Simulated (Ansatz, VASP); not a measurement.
## One calculation of CoSi2 (pbesol), two programs

File INCAR:

```
SYSTEM = CoSi2
PREC = Accurate
ENCUT = 600
EDIFF = 1E-7
ISMEAR = 0
SIGMA = 0.1
LREAL = .FALSE.
LASPH = .TRUE.
NELM = 100
ALGO = Normal
ISIF = 3
LWAVE = .FALSE.
LCHARG = .FALSE.
GGA = PS
IBRION = 2
NSW = 100
EDIFFG = -0.002
```

The input KPOINTS:

```
Automatic mesh
0
G
  14 14 14
  0 0 0
```

File POSCAR:

```
CoSi2
1.0
    0.0000000000      2.6780000000      2.6780000000
    2.6780000000      0.0000000000      2.6780000000
    2.6780000000      2.6780000000      0.0000000000
Co Si
1 2
Direct
    0.0000000000      0.0000000000      0.0000000000
    0.2500000000      0.2500000000      0.2500000000
    0.7500000000      0.7500000000      0.7500000000
```

Input for Ansatz:

```yaml
crystal:
  lattice:
    - [0.0, 2.678, 2.678]
    - [2.678, 0.0, 2.678]
    - [2.678, 2.678, 0.0]
  atoms:
    - { symbol: Co, position: [0.0, 0.0, 0.0] }
    - { symbol: Si, position: [0.25, 0.25, 0.25] }
    - { symbol: Si, position: [0.75, 0.75, 0.75] }
basis:
  ecutwfc: 420
kpoints:
  mp_grid: { grid: [14, 14, 14] }
hamiltonian:
  xc: pbesol
scf:
  occupations: { method: gaussian, width: 0.1 }
output:
  forces: true
  stress: true
  eigenvalues: true
  write_density: true
  write_potential: true
  elf: true
  volumetric_format: npy
relax:
  adjacent_minimum: "off"
  f_tol: 0.002
  max_steps: 80
  cell: { stress_tol: 0.02 }
```

Alike in both runs: task relaxation of cell and atoms; functional PBEsol; k mesh 14 × 14 × 14; occupations gaussian, width 0.1 eV; no spin polarisation.

|  | VASP | Ansatz |
| --- | --- | --- |
| version | VASP 6.6.1 | Ansatz 0.2.0 |
| potentials or method | VASP PAW PBE potentials, release 64 (Co, Si) | scalar-relativistic, plane waves, PAW |
| plane-wave cutoff (eV) | 600 | 420 |
| valence electrons in the cell | 17 | 25 |

|  | VASP | Ansatz | Ansatz less VASP |
| --- | --- | --- | --- |
| gap on the k mesh at the Fermi level, each at its own relaxed structure (eV) | none | none | - |
| relaxed volume (Å³/atom) | 12.50 | 12.49 | -0.004 |
| relaxed cell length with the largest relative difference (Å) | 3.757 | 3.756 | -0.0004 |
| energy change over the relaxation (meV/atom) | -4 | -4 | -0.2 |

A gap of «none» marks a metal or a gap that the smearing closes. The two sets of potentials don't hold the same shells in valence.

Caveats: the PAW data sets were made with another functional, which shifts forces and pressure a little (VASP). Spin polarisation is off, so any magnetic state and its effect on volume and gap are missing.
